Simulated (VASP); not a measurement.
## VASP 6.6.1 run: BeS

INCAR

```
ISIF = 2
NBANDS = 6
NSW = 0
GGA = PE
ISMEAR = -1
LCHARG = .FALSE.
EDIFF = 1E-7
IBRION = -1
LREAL = .FALSE.
NELM = 79
LASPH = .FALSE.
SIGMA = 0.02
ENCUT = 520
LWAVE = .FALSE.
PREC = Accurate
```

KPOINTS

```
KPOINTS created by Atomic Simulation Environment
0
Gamma
10 10 10
0 0 0
```

POSCAR

```
Be S
 1.0000000000000000
    -0.0000000000000000    2.4343066358540955    2.4343066358540955
     2.4343066358540955    0.0000000000000000    2.4343066358540955
     2.4343066358540955    2.4343066358540955    0.0000000000000000
 Be  S
   1   1
Cartesian
  0.0000000000000000  0.0000000000000000  0.0000000000000000
  1.2171533179270477  1.2171533179270477  1.2171533179270477
```

The recommended PBE PAW datasets give the neutral cell 8 valence electrons.

Command

```
mpirun -np 1 vasp_std
```

Task: How does this run end, and what does it give?

Result: It converged. Results: gap between bands v and c on the k mesh 3.14 eV; least direct gap on the k mesh 5.67 eV; pressure 0.4 GPa. Band v is the last that the valence electrons fill when counted band by band, and c is the next.

OSZICAR

```
N       E                     dE             d eps       ncg     rms          rms(c)
DAV:   1     0.285274248330E+02    0.28527E+02   -0.39842E+03   564   0.113E+03
DAV:   2    -0.892231616064E+01   -0.37450E+02   -0.36546E+02   798   0.168E+02
DAV:   3    -0.101698618407E+02   -0.12475E+01   -0.12475E+01   654   0.404E+01
DAV:   4    -0.101822062690E+02   -0.12344E-01   -0.12344E-01   984   0.406E+00
DAV:   5    -0.101822322611E+02   -0.25992E-04   -0.25992E-04   738   0.124E-01    0.557E+00
DAV:   6    -0.100508670137E+02    0.13137E+00   -0.14378E-01   684   0.299E+00    0.388E+00
DAV:   7    -0.100120113462E+02    0.38856E-01   -0.12978E-01   684   0.318E+00    0.965E-01
DAV:   8    -0.100130993773E+02   -0.10880E-02   -0.71838E-03   858   0.754E-01    0.115E-01
DAV:   9    -0.100132406810E+02   -0.14130E-03   -0.46932E-04   684   0.223E-01    0.223E-02
DAV:  10    -0.100132764156E+02   -0.35735E-04   -0.41069E-05   930   0.689E-02    0.159E-02
DAV:  11    -0.100132831824E+02   -0.67668E-05   -0.12111E-05   660   0.353E-02    0.174E-03
DAV:  12    -0.100132832648E+02   -0.82358E-07   -0.23137E-07   954   0.496E-03
   1 F= -.10013283E+02 E0= -.10013283E+02  d E =-.141668E-10
```

Standard output (part)

```
POSCAR found type information on POSCAR BeS
 POSCAR found :  2 types and       2 ions
 LDA part: xc-table for (Slater+PW92), standard interpolation
 POSCAR, INCAR and KPOINTS ok, starting setup
 WAVECAR not read
 entering main loop
```

For comparison, a separate PBE run of the intended cell, on usual settings and not on those above, gives a gap of 3.14 eV on its mesh and a pressure of 0.4 GPa.
